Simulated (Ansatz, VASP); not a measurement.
# Cross-check of Si2HCl (H-SiSi-Cl chair bilayer, like faces together) between VASP and Ansatz

Wanted: the spread between two codes on one cell, functional and k mesh. The structure shown is the start of the Ansatz relaxation below; VASP solves that cell, so the two are compared at the walk's first step.

Calculated with Ansatz 0.2.0; plane waves, with VASP 6.6.1 beside it; single point at RPBE with D3(BJ).

### Step 1. The starting structure

The cell holds 8 atoms: 2 Cl, 4 Si and 2 H. Cell: a = 3.663 Å, b = 3.663 Å, c = 45.560 Å, α = 90.0°, β = 90.0°, γ = 120.0°. Vacuum lies along c. The height across the vacuum is the one that the program set for its solve, not the one typed.

### Step 2. Ansatz: relaxation, RPBE with D3(BJ)

Ansatz runs on its default PAW (the set named soft_2) files.

The two programs are compared at the cell with which this relaxation starts, whose forces are those of its first step.

input.yaml reads:

```yaml
crystal:
  lattice:
    - [3.663, 0.0, 0.0]
    - [-1.8315, 3.1722510541, 0.0]
    - [0.0, 0.0, 28.88]
  atoms:
    - { symbol: Cl, position: [0.6666666667, 0.3333333333, 0.311634349] }
    - { symbol: Si, position: [0.6666666667, 0.3333333333, 0.3853878116] }
    - { symbol: Si, position: [0.3333333333, 0.6666666667, 0.4110110803] }
    - { symbol: H, position: [0.3333333333, 0.6666666667, 0.4601800554] }
    - { symbol: Cl, position: [0.0, 0.0, 0.688365651] }
    - { symbol: Si, position: [0.0, 0.0, 0.6146121884] }
    - { symbol: Si, position: [0.6666666667, 0.3333333333, 0.5889889197] }
    - { symbol: H, position: [0.6666666667, 0.3333333333, 0.5398199446] }
  periodic: [true, true, false]
kpoints:
  mp_grid: { grid: [12, 12, 1] }
hamiltonian:
  xc: rpbe
  dispersion: d3bj
scf:
  occupations: { method: fermi_dirac, width: 0.05 }
  convergence: { dr2_threshold: 1.0e-09 }
relax:
  f_tol: 0.004
  max_steps: 90
  cell: {}
output:
  write_potential: true
  write_density: true
  volumetric_format: npy
```

Started as:

```bash
$ ansatz run input.yaml --threads 4 --pin off --max-ram 6144MiB --backend cpu --events-out ev --progress --plain --runs-dir out
```

Numbers of over 12 decimals in the logs are rounded to 6 here.

Log:

```text
Warning: crystal.periodic: the lattice vector that does not repeat stood 0.000° off the slab's normal, 28.880 Å along it as the deck builds it. The run solves the slab on a vector along the normal, 45.560 Å long, with every atom where it was (on the deck's vector they left 18.00 Å outside them, and the widest stretch free of ions among them is 2.30 Å). A fractional position that the run reports is one of the run's ce [...]
Warning: relax.cell: scf.convergence.dr2_threshold = 1e-9 eV is looser than the 1.83497012637e-10 eV advised for a relaxation that steers and ends on the stress (1e-10 eV for each atom of the cell: 8, times the square of relax.cell.stress_2d_tol = 0.05 N/m over 20.9 Å (the atoms' height at the walk's start and 5 Å past either face), 2.395e-2 GPa, over a crystal's default 0.05). What an SCF threshold leaves in a stress goes as its square root, and in the free energy as the threshold itself, and one threshold admits the most on a small cell: [figures from the program's tests cut] Set scf.convergence.dr2_threshold to 1.83497012637e-10 eV or tighter. [rest of the remark cut]
crystal.periodic: the lattice vector that does not repeat stood 0.000° off the slab's normal, 28.880 Å along it as the deck builds it. The run solves the slab on a vector along the normal, 45.560 Å long, with every atom where it was (on the deck's vector they left 18.00 Å outside them, and the widest stretch free of ions among them is 2.30 Å). A fractional position that the run reports is one of the run's cell, which [...]
Engine: ansatz 0.2.0, aarch64-unknown-linux-gnu
Pseudopotentials: kind: paw
Pseudopotential: Cl, paw, valence charge 7, recommended cutoff 420 eV (normal), Cl.paw.azcp
Pseudopotential: Si, paw, valence charge 4, recommended cutoff 420 eV (normal), Si.paw.azcp
[...]
SCF iter   8: F=—  HF=-4761.492537 eV  |F-HF|=—  |Δ(HF+E_count)|=  8.79e-10  Δρ=2.86e-7  dr2=1.50e-9  ethr=4.17e-11  ⟨swp⟩=1.8  Hψ=612  notcnv=0
SCF iter   9: F=-4761.492537 eV  HF=-4761.492537 eV  |F-HF|=5.46e-11  |Δ(HF+E_count)|=  9.47e-10  Δρ=6.63e-8  dr2=6.29e-11  ethr=3.13e-12  ⟨swp⟩=10.6  Hψ=3196  notcnv=0
SCF 14 converged in 9 iterations: F = -4761.492537 eV  dr2 = 6.29e-11
relax step  14: F+E_penalty+E_count = -4761.49253709 eV  Δ(F+E_penalty+E_count) = +1.013e-5 eV  max|allowed force component| = 3.891e-3 eV/Å  Δτ_max = 0.0045 Å  P = -0.003 N/m  Ω = 577.006 Å³  energy of the carried Pulay correction = -5.042e-5 eV  fix = [c, alpha, beta]  reactions: c -0.000 N/m  (9 SCF iters, accepted)
iter 1 solved again at ethr=1.69e-6 eV; its pass at ethr=3.10e-3 eV (dr2=5.41e-4 eV) is discarded
SCF iter   1: F=—  HF=-4761.492515 eV  |F-HF|=—  |Δ(HF+E_count)|=         —  Δρ=5.61e-6  dr2=4.42e-8  ethr=1.69e-6  ⟨swp⟩=4.6  Hψ=6087  notcnv=0
eigensolver tolerance schedule: the retry pair's looser diagonalisation over-reported the residual by 12250.18 of it (diagonalisation noise at an unbounded share of the residual, at the tolerance the schedule requests for it); recorded, not acted on — ethr = c·dr2/N_el stays at c = 1.0e-1
preconditioner: auto → Resta (q_TF=auto, 1.685 Å⁻¹)  ε∞=1.8  [insulator: Δε(μ)=1.364 eV  Ē_g=10.068 eV  σ=0.050 eV  W_gap=1.00  n_scr=24 (ndim 8)  ℏωp=8.7 eV  f_vac=0.726  D(μ)=0.00/eV (n_scr^D=0)  ε∞_Penn≈1.8  vacuum switching on, ρ_ref=7.4e-3 e/Å³]
SCF iter   2: F=—  HF=-4761.492558 eV  |F-HF|=—  |Δ(HF+E_count)|=   4.31e-5  Δρ=3.03e-6  dr2=3.46e-8  ethr=1.38e-10  ⟨swp⟩=5.6  Hψ=1681  notcnv=0
SCF iter   3: F=—  HF=-4761.492564 eV  |F-HF|=—  |Δ(HF+E_count)|=   5.56e-6  Δρ=2.35e-6  dr2=7.82e-9  ethr=1.08e-10  ⟨swp⟩=1.7  Hψ=585  notcnv=0
SCF iter   4: F=—  HF=-4761.492578 eV  |F-HF|=—  |Δ(HF+E_count)|=   1.47e-5  Δρ=1.26e-6  dr2=2.22e-9  ethr=2.44e-11  ⟨swp⟩=2.6  Hψ=810  notcnv=0
SCF iter   5: F=-4761.492589 eV  HF=-4761.492588 eV  |F-HF|=1.71e-6  |Δ(HF+E_count)|=   9.31e-6  Δρ=3.48e-7  dr2=6.93e-10  ethr=3.13e-12  ⟨swp⟩=17.6  Hψ=4397  notcnv=0
SCF 15 converged in 5 iterations: F = -4761.492589 eV  dr2 = 6.93e-10
relax step  15: F+E_penalty+E_count = -4761.49258933 eV  Δ(F+E_penalty+E_count) = -5.224e-5 eV  max|allowed force component| = 3.908e-3 eV/Å  Δτ_max = 0.0000 Å  P = -0.003 N/m  Ω = 577.006 Å³  fix = [c, alpha, beta]  reactions: c -0.000 N/m  stress off target by 3.03e-3 N/m on what of the cell is left free  SCF on the basis re-selected at this cell (its energy is not comparable with the rows above)  (5 SCF iters)
basis re-selected at this cell: Δ(F+E_penalty+E_count) = -5.224e-5 eV, ΔP = +0.000 N/m vs the last step (what re-selecting the basis moved, of the pressure what is left beyond the Pulay correction that the steps carried, after the strain that the cell walked since its last selection, with what the two solves' SCF thresholds leave and, on support functions, any second-order correction that the steps lacked; it is no m [...]
WARN: The input density's exchange-correlation potential varies sharply where the density is thin. Do not read a vacuum level from v_tot or v_xc, or from such a field of the output density. On a cell that repeats whose density bears no net charge and no dipole along the vacuum's axis use v_es (v_loc + v_h of the components); under efield.dipole_correction with no amplitude use v_es + v_field, which holds any external [...]
SCF converged after 5 iterations
Free energy (F): -4761.492589 eV
Harris-Foulkes:  -4761.492588 eV  (|F-HF|=1.71e-6)
Internal energy: -4761.492589 eV  (E = F + TS)
E sigma→0 (E₀):  -4761.492589 eV
Entropy (-TS):   -0.000000 eV (-0.000 meV/atom)
Fermi energy:    -5.195016 eV
--- Per-component energies (eV) ---
  E_band       = -370.594327
  E_kinetic    = 515.639212
  E_local      = -55920.908447  (includes V_loc(G=0)·N_el)
  E_nonlocal   = 161.485159
  E_hartree    = 27665.822405
  E_xc         = -455.533401
  E_vxc        = -455.428666  (∫ρ·V_xc dr)
  E_paw        = -3389.391304  (= ΣΔE_a)
  E_vpaw       = -3.024326  (= ΣTr[D̂ρ^β])
  E_aug_tail   = -0.002291  (compensation charges beyond the density's cutoff)
  E_ewald      = 26666.805760
  E_disp       = -5.229896  (pairwise vdW)
  E_core_change = -0.179786  (= ΣΔE_core)
  E_smearing   = -0.000000  (= −TS)
  E_closure    = -0.000000  (closes the sum)
  Σ components = -4761.492589   (vs F -4761.492589, Δ=0.00e0)
--- Forces (eV/Å), atoms counted from 1 ---
  atom   1  Cl    -0.00000000    -0.00000000     0.00068091
  atom   2  Si     0.00000000     0.00000000     0.00114969
  atom   3  Si    -0.00000000    -0.00000000     0.00188625
  atom   4  H      0.00000000     0.00000000    -0.00390673
  atom   5  Cl    -0.00000000    -0.00000000     0.00008432
  atom   6  Si     0.00000000     0.00000000    -0.00030257
  atom   7  Si    -0.00000000    -0.00000000    -0.00216891
  atom   8  H     -0.00000000    -0.00000000     0.00258742
  max |Σ_I F_I| component: 1.04e-5 eV/Å
--- 2D stress c σ (N/m, compression-positive) ---
       -0.003030      -0.000000       0.000000
       -0.000000      -0.003030       0.000000
        0.000000       0.000000      -0.000000
  P = ½ c Tr σ = -0.0030 N/m
--- Band table (eV; the first three rows and the last of 19) ---
  k-point 0: bands = ["-21.4604", "-21.4180", "-16.8641", "-16.2399", "-12.7062", "-11.2763", "-9.7563", "-8.2854", "-8.2751", "-8.2751", "-8.2344", "-8.2344", "-5.9947", "-5.9947", "-5.9036", "-5.9036", "-4.5395", "-3.6338", "-2.2832", "-2.2832", "-2.1332", "-2.1332", "-1.3011", "-1.2140"]
  k-point 1: bands = ["-21.4443", "-21.4019", "-16.7888", "-16.1664", "-12.6645", "-11.2793", "-9.7598", "-8.4800", "-8.4149", "-8.3750", "-8.3159", "-8.2751", "-6.4708", "-6.3882", "-6.1414", "-6.0236", "-4.2149", "-3.2704", "-2.3390", "-2.1585", "-1.9923", "-1.8317", "-1.1108", "-1.0248"]
  k-point 2: bands = ["-21.3999", "-21.3575", "-16.5644", "-15.9479", "-12.5520", "-11.3207", "-9.8044", "-9.0337", "-8.8437", "-8.6968", "-8.4269", "-8.3855", "-7.3658", "-6.9704", "-6.4499", "-6.3011", "-3.9574", "-3.1318", "-2.5197", "-1.8705", "-1.2529", "-1.0646", "-0.5432", "-0.4746"]
  k-point 18: bands = ["-21.1792", "-21.1367", "-14.0035", "-13.8434", "-13.4336", "-13.3334", "-10.5028", "-10.4086", "-10.2443", "-9.9001", "-9.7954", "-9.4918", "-8.4999", "-8.3174", "-8.1697", "-7.9376", "-2.8536", "-2.2889", "-1.6336", "-0.9048", "-0.0059", "0.0257", "0.7477", "0.9141"]
  the weakly bound empty levels are not read free of the cell's end (no_gap_told)
--- Relaxed structure (13 steps of the walk, 13 accepted, 2 SCFs on fresh bases) ---
  F+E_penalty+E_count = -4761.49258933 eV   max|allowed force component| = 3.908e-3 eV/Å   (the final SCF, on the basis selected at the relaxed cell)
  cell:  # Å, volume = 577.0056 Å³
    - [3.824132, 0, 0]
    - [-1.912066, 3.311795, 0]
    - [0, 0, 45.56000000352]
  atoms:
    - { symbol: Cl, position: [0.666667, 0.333333, 0.218996] }
    - { symbol: Si, position: [0.666667, 0.333333, 0.264313] }
    - { symbol: Si, position: [0.333333, 0.666667, 0.280054] }
    - { symbol: H, position: [0.333333, 0.666667, 0.312730] }
    - { symbol: Cl, position: [-3.135839942824987e-17, 2.775557561562892e-17, 0.414847] }
    - { symbol: Si, position: [-3.003024813295025e-17, 2.7755575615628914e-17, 0.369538] }
    - { symbol: Si, position: [0.666667, 0.333333, 0.353866] }
    - { symbol: H, position: [0.666667, 0.333333, 0.321214] }
```

### Step 3. VASP: single point, RPBE with D3(BJ), start cell

The same cell, functional, mesh and smearing now go to VASP, with its own data sets.

Lines of VASP's logs that name or quote its potential files are left out, and so is its time.

INCAR reads:

```
SYSTEM = Si2HCl
PREC = Accurate
ENCUT = 400
EDIFF = 1E-06
NELM = 120
ISMEAR = -1
SIGMA = 0.05
LREAL = .FALSE.
ALGO = Normal
GGA = RP
IVDW = 12
NBANDS = 24
LORBIT = 11
LWAVE = .FALSE.
LCHARG = .FALSE.
ISIF = 2
LDIPOL = .TRUE.
IDIPOL = 3
DIPOL = 0.5 0.5 0.317
LVHAR = .TRUE.
LASPH = .TRUE.
GGA_COMPAT = .FALSE.
EFERMI = MIDGAP
NELMDL = -8
KPAR = 2
```

POSCAR reads:

```
Si2HCl
1.0
    3.6630000000      0.0000000000      0.0000000000
   -1.8315000000      3.1722510000      0.0000000000
    0.0000000000      0.0000000000     45.5600000000
Cl Si H
2 4 2
Direct
    0.6666666667      0.3333333333      0.1975417032
    0.0000000000      0.0000000000      0.4363476734
    0.6666666667      0.3333333333      0.2442932397
    0.3333333333      0.6666666667      0.2605355575
    0.0000000000      0.0000000000      0.3895961370
    0.6666666667      0.3333333333      0.3733538191
    0.3333333333      0.6666666667      0.2917032485
    0.6666666667      0.3333333333      0.3421861282
```

KPOINTS reads:

```
Automatic mesh
0
Gamma
12 12 1
0 0 0
```

Potentials, in the order of the species: Cl, Si and H (PBE family, release 64).

Started as:

```bash
$ mpirun -np 2 vasp_std
```

Log:

```text
[banner, memory and clock lines left out]
running    2 mpi-ranks, on    1 nodes
 distrk:  each k-point on    1 cores,    2 groups
 distr:  one band on    1 cores,    1 groups

 POSCAR found type information on POSCAR ClSiH
 POSCAR found :  3 types and       8 ions
|                                                                             |
|               ----> ADVICE to this user running VASP <----                  |
|                                                                             |
|     You enforced a specific xc type in the INCAR file but a different       |
|     [... a line on the potential file left out ...]
|     I HOPE YOU KNOW WHAT YOU ARE DOING!                                     |
|                                                                             |

 LDA part: xc-table for (Slater+PW92), standard interpolation
 POSCAR, INCAR and KPOINTS ok, starting setup
 FFT: planning ... GRIDC
 FFT: planning ... GRID_SOFT
 FFT: planning ... GRID
 WAVECAR not read
 entering main loop
       N       E                     dE             d eps       ncg     rms          rms(c)
DAV:   1     0.215986847442E+03    0.21599E+03   -0.87600E+03   928   0.757E+02
DAV:   2     0.184110046773E+01   -0.21415E+03   -0.20551E+03  1432   0.170E+02
DAV:   3    -0.327038637160E+02   -0.34545E+02   -0.33809E+02  1192   0.718E+01
DAV:   4    -0.338229592884E+02   -0.11191E+01   -0.11162E+01  1144   0.165E+01
DAV:   5    -0.338554771952E+02   -0.32518E-01   -0.32509E-01  1272   0.298E+00
DAV:   6    -0.338568173054E+02   -0.13401E-02   -0.13400E-02  1320   0.591E-01
DAV:   7    -0.338568472584E+02   -0.29953E-04   -0.29953E-04  1304   0.730E-02
DAV:   8    -0.338568484564E+02   -0.11980E-05   -0.11980E-05  1200   0.134E-02    0.137E+01
DAV:   9    -0.329481270309E+02    0.90872E+00   -0.54549E-01  1080   0.397E+00    0.835E+00
DAV:  10    -0.326003898015E+02    0.34774E+00   -0.12813E+00  1136   0.563E+00    0.115E+00
DAV:  11    -0.325931889931E+02    0.72008E-02   -0.12650E-01  1088   0.229E+00    0.867E-01
DAV:  12    -0.325990087040E+02   -0.58197E-02   -0.15350E-02  1104   0.612E-01    0.506E-01
DAV:  13    -0.326021111808E+02   -0.31025E-02   -0.57350E-03   952   0.514E-01    0.117E-01
DAV:  14    -0.326028600062E+02   -0.74883E-03   -0.20163E-03  1112   0.282E-01    0.120E-01
[...]
DAV:  26    -0.326037956191E+02   -0.13838E-04   -0.35536E-06  1064   0.101E-02    0.145E-02
DAV:  27    -0.326038033132E+02   -0.76942E-05   -0.16884E-07   720   0.229E-03    0.100E-02
DAV:  28    -0.326038285252E+02   -0.25212E-04   -0.59197E-07   768   0.424E-03    0.370E-03
DAV:  29    -0.326038355715E+02   -0.70463E-05   -0.28987E-07   792   0.244E-03    0.118E-03
DAV:  30    -0.326038427835E+02   -0.72120E-05   -0.17748E-07   760   0.151E-03    0.223E-03
DAV:  31    -0.326038461340E+02   -0.33505E-05   -0.12005E-07   768   0.149E-03    0.341E-03
DAV:  32    -0.326038473121E+02   -0.11781E-05   -0.43696E-08   712   0.109E-03    0.967E-04
DAV:  33    -0.326038474520E+02   -0.13986E-06   -0.10347E-08   672   0.500E-04
   1 F= -.37757211E+02 E0= -.37757211E+02  d E =-.205607E-08
```

(Part 1 of 2 ends here.)

[Lines on the potential files, build, host, timing and source positions are cut from VASP's logs without a mark.]

[Logs are printed without paths, hosts, clocks, repeated set-up lines and the standing remarks that a program may print on its own settings, such as how far it seeks lower states.]

[Hosts, paths, dates, database ids (printed as entryN), source tags and the programs' standing remarks are cut or masked in the printed files.]
